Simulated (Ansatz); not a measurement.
A sheet of MoS$_{2}$ under strain

A free-standing layer, 3 atoms in a cell of 3.136 × 3.136 Å at 120° (P-3m1), 3.22 Å between its outer nuclei. Ansatz: PBE+D3(BJ), PAW, 420 eV, 18×18×1 mesh. It is strained by x per cent equally along both axes, atoms relaxed; y is the tensile stress along x per length. The small cell can't ripple, as a free sheet would under compression.

| x (%) | y (N/m) | vacuum level over E_F (eV) |
| --- | --- | --- |
| -4.0 | -5.72 | 5.12 |
| -2.0 | -2.33 | 5.08 |
| 0.0 | 0.00 | 5.06 |
| 2.0 | 1.57 | 5.09 |
| 4.0 | 3.23 | 5.14 |
| 7.0 | ? | ? |

Problem. Fit y = c1 x + c2 x² to the other rows, give the stiffness, and predict the missing row.

Solution. Least squares on the rows shown. y = 1.090 x − 0.07882 x². The stiffness C11 + C12 is 100 c1 = 109 N/m. The two rows next to zero alone give 98 N/m, the better figure for small strains. With a term in x³ added, the coefficient of x becomes 0.9271, 15 % less, which shows how far this figure hangs on the form. At x = 7.0 the fit asked for gives 3.77 N/m. The run gave 5.23 N/m, so the fit is 1.46 N/m too low, 13 % of the span of the series, against an rms of 0.19 N/m on the fitted rows. The row lies outside the fitted range. With a term in x³ added, a fit to the same known rows predicts 6.74 N/m, which misses by about as much or more on the other side: the known rows don't fix the higher terms. The parabola turns at x = 6.9, between the two outer rows, which can neither show nor exclude a turn there.

In the withheld run the vacuum level lies 5.27 eV over E_F.

The reference crystal is a form of MoS2, which isn't its usual structure.